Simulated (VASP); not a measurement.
A run of VASP 6.6.1 is set up as follows.

INCAR

```
SYSTEM = H
ALGO = Normal
EDIFF = 1E-6
EDIFFG = -0.005
ENCUT = 600
GGA = PE
IBRION = 2
ISIF = 3
ISMEAR = -1
LASPH = .TRUE.
LCHARG = .FALSE.
LREAL = .FALSE.
LWAVE = .FALSE.
NELM = 80
NSW = 100
PREC = Accurate
SIGMA = 0.08
```

KPOINTS

```
k-points
0
G
  16 16 16
  0 0 0
```

The input POSCAR:

```
H
1.0
    2.2322827293      0.0000000000      0.0000000000
    0.0000000000      2.2322827293      0.0000000000
    0.0000000000      0.0000000000      2.2322827293
H
1
Direct
    0.0000000000      0.0000000000      0.0000000000
```

Potentials or basis: VASP PAW PBE potentials, release 64 (H).

Run with:

```sh
$ cat potpaw_PBE.64/H/POTCAR > POTCAR
$ mpirun -np 1 vasp_std > vasp.out
```

Problem. What does it give for the space group after relaxing (to 0.05 Å)?

Solution. Pm-3m (No. 221).

Problem. Predict the relaxed volume.

Solution. 3.09 Å³/atom.

Problem. What does it give for the band gap on the k mesh?

Solution. None (metal or under the smearing width).

Final structure:
```
H
1.0
     1.45641    0.00000    0.00000
     0.00000    1.45641    0.00000
     0.00000    0.00000    1.45641
H
1
Direct
  0.00000 0.00000 0.00000
```

Caveat: the volume moved by over 15 % at a fixed basis, so the end points are rough.
